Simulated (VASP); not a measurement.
# Cu (Fm-3m) in VASP: further runs

Runs on Cu. Level: RPBE. Tasks: relaxation of cell and atoms.

All numbers are computed with VASP 6.6.1; they aren't measurements. Logs are shortened: lines on timing, memory, paths and dates and some standing lists are left out, and cuts for length are marked.

## 1. The structure

The structure is cubic, space group Fm-3m (No. 225). The conventional cell has a = 3.615 Å, b = 3.615 Å, c = 3.615 Å, α = 90.00°, β = 90.00°, γ = 90.00°. Around Cu (site symmetry m-3m) lie 12 Cu at 2.56 Å.

## 2. Relaxation of cell and atoms, RPBE

File INCAR:

```
PREC = Accurate ; ENCUT = 600
EDIFF = 1E-6 ; ISMEAR = 1
SIGMA = 0.1 ; LREAL = F
LASPH = T ; NELM = 80
ALGO = Normal ; ISIF = 3
LWAVE = F ; LCHARG = F
GGA = RP ; IBRION = 2
NSW = 90 ; EDIFFG = -0.01
```

File KPOINTS:

```
Automatic mesh
0
Gamma
  18 18 18
```

File POSCAR:

```
Cu
1.0
    0.0000000000      1.8075000000      1.8075000000
    1.8075000000      0.0000000000      1.8075000000
    1.8075000000      1.8075000000      0.0000000000
Cu
1
Direct
    0.0000000000      0.0000000000      0.0000000000
```

Potentials or basis: VASP PAW PBE potentials, release 64 (Cu).

Launch:

```
> cat potpaw_PBE.64/Cu/POTCAR > POTCAR
> mpirun -np 1 vasp_std > vasp.out
```

OUTCAR:

```text
PREC = Accurate
   ENCUT = 600
   EDIFF = 1E-6
   ISMEAR = 1
   LREAL = F
   LASPH = T
   NELM = 80
   ISIF = 3
   GGA = RP
   IBRION = 2
   NSW = 90
   EDIFFG = -0.01

 ion  position               nearest neighbor table
   1  0.000  0.000  0.000-

  LATTYP: Found a face centered cubic cell.
 ALAT       =     3.6150000000

  Lattice vectors:

 A1 = (   0.0000000000,   1.8075000000,   1.8075000000)
 A2 = (   1.8075000000,   0.0000000000,   1.8075000000)
 A3 = (   1.8075000000,   1.8075000000,   0.0000000000)

Analysis of symmetry for initial positions (statically):
=====================================================================
 Subroutine PRICEL returns:
 Original cell was already a primitive cell.

 Routine SETGRP: Setting up the symmetry group for a
 face centered cubic supercell.

 Subroutine GETGRP returns: Found 48 space group operations
 (whereof 48 operations were pure point group operations)
 out of a pool of 48 trial point group operations.

The static configuration has the point symmetry O_h .

Analysis of symmetry for dynamics (positions and initial velocities):
=====================================================================
 Subroutine PRICEL returns:
 Original cell was already a primitive cell.

 Routine SETGRP: Setting up the symmetry group for a
 face centered cubic supercell.

 Subroutine GETGRP returns: Found 48 space group operations
 (whereof 48 operations were pure point group operations)
 out of a pool of 48 trial point group operations.

The dynamic configuration has the point symmetry O_h .

 Subroutine INISYM returns: Found 48 space group operations
 (whereof 48 operations are pure point group operations),
 and found     1 'primitive' translations

----------------------------------------------------------------------------------------

                                     Primitive cell

  volume of cell :      11.8104

  direct lattice vectors                    reciprocal lattice vectors
     0.000000000  1.807500000  1.807500000    -0.276625173  0.276625173  0.276625173
     1.807500000  0.000000000  1.807500000     0.276625173 -0.276625173  0.276625173
     1.807500000  1.807500000  0.000000000     0.276625173  0.276625173 -0.276625173

  length of vectors
     2.556191014  2.556191014  2.556191014     0.479128854  0.479128854  0.479128854

  position of ions in fractional coordinates (direct lattice)
     0.000000000  0.000000000  0.000000000

  ion indices of the primitive-cell ions
   primitive index   ion index
                 1           1

----------------------------------------------------------------------------------------

 KPOINTS: Automatic mesh

Automatic generation of k-mesh.
 Grid dimensions read from file:
 generate k-points for:   18   18   18

 Generating k-lattice:

  Cartesian coordinates                     Fractional coordinates (reciprocal lattice)
    -0.015368065  0.015368065  0.015368065     0.055555556  0.000000000  0.000000000
     0.015368065 -0.015368065  0.015368065     0.000000000  0.055555556  0.000000000
     0.015368065  0.015368065 -0.015368065     0.000000000  0.000000000  0.055555556

  Length of vectors
     0.026618270  0.026618270  0.026618270

  Shift w.r.t. Gamma in fractional coordinates (k-lattice)
     0.000000000  0.000000000  0.000000000

 Subroutine IBZKPT returns following result:
 ===========================================

 Found    195 irreducible k-points:

 Following reciprocal coordinates:
            Coordinates               Weight
  0.000000  0.000000  0.000000      1.000000
  0.055556  0.000000  0.000000      8.000000
  0.111111  0.000000  0.000000      8.000000
  0.166667  0.000000  0.000000      8.000000
  0.222222  0.000000  0.000000      8.000000
  0.277778  0.000000  0.000000      8.000000
[... 16 lines left out ...]
 -0.277778  0.055556  0.000000     24.000000
 -0.222222  0.055556  0.000000     24.000000
 [... further k-points ...]
   k-points           NKPTS =    195   k-points in BZ     NKDIM =    195   number of bands    NBANDS=      9
   number of dos      NEDOS =    301   number of ions     NIONS =      1
   total plane-waves  NPLWV =   8000
   dimension x,y,z NGX =    20 NGY =   20 NGZ =   20
   dimension x,y,z NGXF=    40 NGYF=   40 NGZF=   40
   ions per type =               1
   NGX,Y,Z   is equivalent  to a cutoff of  13.01, 13.01, 13.01 a.u.
   NGXF,Y,Z  is equivalent  to a cutoff of  26.01, 26.01, 26.01 a.u.
 SYSTEM =  unknown system
   PREC   = accura    normal or accurate (medium, high low for compatibility)
   ISTART =      0    job   : 0-new  1-cont  2-samecut
   ICHARG =      2    charge: 1-file 2-atom 10-const
   ISPIN  =      1    spin polarized calculation?
   LNONCOLLINEAR =      F non collinear calculations
   LSORBIT =      F    spin-orbit coupling
   LASPH  =      T    aspherical Exc in radial PAW
   ENCUT  =  600.0 eV  44.10 Ry    6.64 a.u.   5.11  5.11  5.11*2*pi/ulx,y,z
   NELM   =     80;   NELMIN=  2; NELMDL= -5     # of ELM steps
   EDIFF  = 0.1E-05   stopping-criterion for ELM
   LREAL  =      F    real-space projection
   EDIFFG = -.1E-01   stopping-criterion for IOM
   NSW    =     90    number of steps for IOM
   IBRION =      2    ionic relax: 0-MD 1-quasi-New 2-CG
   NFREE  =      1    steps in history (QN), initial steepest desc. (CG)
   ISIF   =      3    stress and relaxation
   ISYM   =      2    0-nonsym 1-usesym 2-fastsym
   POTIM  = 0.5000    time-step for ionic-motion
   TEBEG  =    0.0;   TEEND  =   0.0 temperature during run
   PSTRESS=    0.0 pullay stress
   NELECT =      11.0000    total number of electrons
   NUPDOWN=      -1.0000    fix difference up-down
   EMIN   =  10.00;   EMAX   =-10.00  energy-range for DOS
   EFERMI =   0.00;   METHOD = LEGACY
   ISMEAR =     1;   SIGMA  =   0.10  broadening in eV -4-tet -1-fermi 0-gaus
   EFERMI_NEDOS =   21; number of points for ismear=-14 and -15
   IALGO  =     38    algorithm
   IMIX   =      4    mixing-type and parameters
     AMIX     =   0.40;   BMIX     =  1.00
     AMIX_MAG =   1.60;   BMIX_MAG =  1.00
  volume/ion in A,a.u.               =      11.81        79.70
  Fermi-wavevector in a.u.,A,eV,Ry     =   1.598763  3.021224 34.777078  2.556043
  Thomas-Fermi vector in A             =   2.696162
   LORBIT       =      0    0 simple, 1 ext, 2 COOP (PROOUT), +10 PAW based schemes
   GGA     = RP    functional components
   LHFCALC =     F    Hartree Fock is set to
   AEXX    =    0.0000 exact exchange contribution
   IVDW    =     0    specifies the selected vdW correction
   LEPSILON=     F    determine dielectric tensor
   LRPA    =     F    only Hartree local field effects (RPA)
 conjugate gradient relaxation of ions
 non-spin polarized calculation
 Methfessel and Paxton  Order N= 1 SIGMA  =   0.10
  energy-cutoff  :      600.00
  volume of cell :       11.81
 maximum number of plane-waves:       411
   NGX = 11   NGY = 11   NGZ = 11

--------------------------------------- Ionic step        1  -------------------------------------------

 number of electron      11.0000001 magnetization

 Free energy of the ion-electron system (eV)
  ---------------------------------------------------
  ext. energy  EPLUGINS =         0.00000000
  ---------------------------------------------------
  free energy    TOTEN  =        -3.24180782 eV

  energy without entropy =       -3.24178805  energy(sigma->0) =       -3.24180123

------------------------ aborting loop because EDIFF is reached ----------------------------------------

  FORCE on cell =-STRESS in cart. coord.  units (eV):
  Direction    XX          YY          ZZ          XY          YZ          ZX
  --------------------------------------------------------------------------------------
  -------------------------------------------------------------------------------------
  Total        0.5539365      0.5539365      0.5539365      0.0000000      0.0000000      0.0000000
  in kB       75.1459575     75.1459575     75.1459575      0.0000000      0.0000000      0.0000000
  external PRESSURE =      75.1459575 kB  Pullay stress =       0.0000000 kB

 VOLUME and BASIS-vectors are now :
 -----------------------------------------------------------------------------
  energy-cutoff  :      600.00
  volume of cell :       11.81
      direct lattice vectors                 reciprocal lattice vectors
     0.000000000  1.807500000  1.807500000    -0.276625173  0.276625173  0.276625173
     1.807500000  0.000000000  1.807500000     0.276625173 -0.276625173  0.276625173
     1.807500000  1.807500000  0.000000000     0.276625173  0.276625173 -0.276625173
[... 36 lines left out ...]
 POSITION                                       TOTAL-FORCE (eV/Angst)
 -----------------------------------------------------------------------------------
      1.85580      3.71160      1.85580         0.000000     -0.000000      0.000000
 -----------------------------------------------------------------------------------
    total drift:                                0.000000      0.000000     -0.000000

  FREE ENERGIE OF THE ION-ELECTRON SYSTEM (eV)
  ---------------------------------------------------
  free  energy   TOTEN  =        -3.2533834456 eV

  energy  without entropy=       -3.2534389739  energy(sigma->0) =       -3.25340196

--------------------------------------- Ionic step        3  -------------------------------------------

 number of electron      10.9999987 magnetization

 Free energy of the ion-electron system (eV)
  ---------------------------------------------------
  ext. energy  EPLUGINS =         0.00000000
  ---------------------------------------------------
  free energy    TOTEN  =        -3.25627392 eV

  energy without entropy =       -3.25633045  energy(sigma->0) =       -3.25629276

 E-fermi :   7.0629     XC(G=0): -12.2781

 val. band max:        7.0598560426   @ k =   0.5000   0.2778   0.1111
 cond. band min:       7.1245363658   @ k =   0.5000   0.1111   0.0000
 fundamental gap:      0.0646803232
 Fermi energy:         7.0628745747

 k-point     1 :       0.0000    0.0000    0.0000
  band No.  band energies     occupation
      1      -1.8454      2.00000
      2       4.2386      2.00000
      3       4.2386      2.00000
      4       4.2386      2.00000
      5       4.9916      2.00000
      6       4.9916      2.00000
      7      29.1958      0.00000
      8      31.5289      0.00000
      9      31.5289      0.00000

 k-point     2 :       0.0556    0.0000    0.0000
  band No.  band energies     occupation
      1      -1.7371      2.00000
      2       4.2167      2.00000
      3       4.2583      2.00000
      4       4.2583      2.00000
      5       4.9838      2.00000
      6       4.9838      2.00000
      7      28.4919      0.00000
      8      30.2587      0.00000
      9      31.1663      0.00000
[... 253 lines left out ...]
 k-point    24 :      -0.2222    0.0556    0.0000
  band No.  band energies     occupation
      1       0.1556      2.00000
      2       3.9735      2.00000
      3       4.3828      2.00000
      4       4.4177      2.00000
      5       4.9495      2.00000
      6       5.1729      2.00000
      7      19.6266      0.00000
      8      26.4234      0.00000
      9      30.1063      0.00000

 [... further k-points ...]
[... 5 lines left out ...]
  --------------------------------------------------------------------------------------
  -------------------------------------------------------------------------------------
  Total        0.0030030      0.0030030      0.0030030      0.0000000     -0.0000000      0.0000000
  in kB        0.3860323      0.3860323      0.3860323      0.0000000     -0.0000000      0.0000000
  external PRESSURE =       0.3860323 kB  Pullay stress =       0.0000000 kB

 VOLUME and BASIS-vectors are now :
 -----------------------------------------------------------------------------
  energy-cutoff  :      600.00
  volume of cell :       12.46
      direct lattice vectors                 reciprocal lattice vectors
     0.000000000  1.840216219  1.840216219    -0.271707202  0.271707202  0.271707202
     1.840216219  0.000000000  1.840216219     0.271707202 -0.271707202  0.271707202
     1.840216219  1.840216219  0.000000000     0.271707202  0.271707202 -0.271707202

 POSITION                                       TOTAL-FORCE (eV/Angst)
 -----------------------------------------------------------------------------------
      0.00000      0.00000      0.00000         0.000000     -0.000000      0.000000
 -----------------------------------------------------------------------------------
    total drift:                                0.000000      0.000000      0.000000

  FREE ENERGIE OF THE ION-ELECTRON SYSTEM (eV)
  ---------------------------------------------------
  free  energy   TOTEN  =        -3.2562739183 eV

  energy  without entropy=       -3.2563304498  energy(sigma->0) =       -3.25629276

 reached required accuracy - stopping structural energy minimisation
```

It took 21 s on 1 thread of Intel Xeon 6975P-C (Granite Rapids), shared host; peak memory 0.15 GiB.

Results:

- Free energy: -3.2563 eV
- Relaxed volume: 12.46 Å³/atom
- Relaxed cell: a = 2.602 Å, b = 2.602 Å, c = 2.602 Å, α = 60.00°, β = 60.00°, γ = 60.00°
- Space group after relaxing (to 0.05 Å): Fm-3m (No. 225)
- Energy gained by relaxing: 14.5 meV/atom
- Ionic steps: 3
- Pressure after relaxing: 0.0 GPa
- Band gap on the k mesh: none (metal or under the smearing width)

The path:
| step | energy change (eV) | largest force (eV/Å) | pressure (GPa) | volume (Å³) |
| --- | --- | --- | --- | --- |
| 1 | 0.0000 | 0.0000 | 7.51 | 11.81 |
| 2 | -0.0116 | 0.0000 | -2.83 | 12.78 |
| 3 | -0.0145 | 0.0000 | 0.04 | 12.46 |

Final structure:
```yaml
crystal:
  lattice:
    - [0.00000, 1.84022, 1.84022]
    - [1.84022, 0.00000, 1.84022]
    - [1.84022, 1.84022, 0.00000]
  atoms:
    - { symbol: Cu, position: [0.00000, 0.00000, 0.00000] }
```

Levels at points of the mesh, in eV from the Fermi level:
```tsv
k point	band 2	band 3	band 4	band 5	band 6	band 7	band 8	band 9
(0.00, 0.00, 0.00)	-2.82	-2.82	-2.82	-2.07	-2.07	22.13	24.47	24.47
(0.50, 0.00, 0.00)	-2.85	-2.85	-1.55	-1.55	-0.82	3.55	20.65	21.35
(0.50, 0.50, 0.00)	-4.11	-1.57	-1.42	-1.42	1.58	6.80	12.74	12.74
```

Caveat: the PAW data sets were made with another functional, which shifts forces and pressure a little. RPBE and its kin give volumes clearly too large for solids.

## 3. Relaxation of cell and atoms, RPBE

This run uses another cell than the first one, of 12.46 Å³/atom, 1.055 times its volume.

File INCAR:

```
PREC = Accurate ; ENCUT = 600
EDIFF = 1E-7 ; ISMEAR = 1
SIGMA = 0.1 ; LREAL = F
LASPH = T ; NELM = 80
ALGO = Normal ; ISIF = 3
LWAVE = F ; LCHARG = F
GGA = RP ; IBRION = 2
NSW = 90 ; EDIFFG = -0.005
```

KPOINTS is that of step 2.

File POSCAR:

```
Cu                                      
1.0
    0.0000000000      1.8402162191      1.8402162191
    1.8402162191      0.0000000000      1.8402162191
    1.8402162191      1.8402162191      0.0000000000
  Cu            
     1
Direct
     0.0000000000000000    0.0000000000000000    0.0000000000000000
```

Potentials or basis: VASP PAW PBE potentials, release 64 (Cu).

Launch:

```
> cat potpaw_PBE.64/Cu/POTCAR > POTCAR
> mpirun -np 1 vasp_std > vasp.out
```

It took 11 s on 1 thread of Intel Xeon 6975P-C (Granite Rapids), shared host; peak memory 0.16 GiB.

It converged, with:

* Free energy: -3.2563 eV
* Pressure after relaxing: 0.0 GPa
* Band gap on the k mesh: none (metal or under the smearing width)

Final structure:
```
Cu
1.0
     0.00000    1.84022    1.84022
     1.84022    0.00000    1.84022
     1.84022    1.84022    0.00000
Cu
1
Direct
  0.00000 0.00000 0.00000
```

Levels at points of the mesh, in eV from the Fermi level:
| k point | band 3 | band 4 | band 5 | band 6 | band 7 | band 8 | band 9 |
| --- | --- | --- | --- | --- | --- | --- | --- |
| (0.00, 0.00, 0.00) | -2.82 | -2.82 | -2.07 | -2.07 | 22.13 | 24.47 | 24.47 |
| (0.50, 0.00, 0.00) | -2.85 | -1.55 | -1.55 | -0.82 | 3.55 | 20.65 | 21.35 |
| (0.50, 0.50, 0.00) | -1.57 | -1.42 | -1.42 | 1.58 | 6.80 | 12.74 | 12.74 |

Caveat: the relaxation stopped at its first step, so nothing moved; the PAW data sets were made with another functional, which shifts forces and pressure a little.
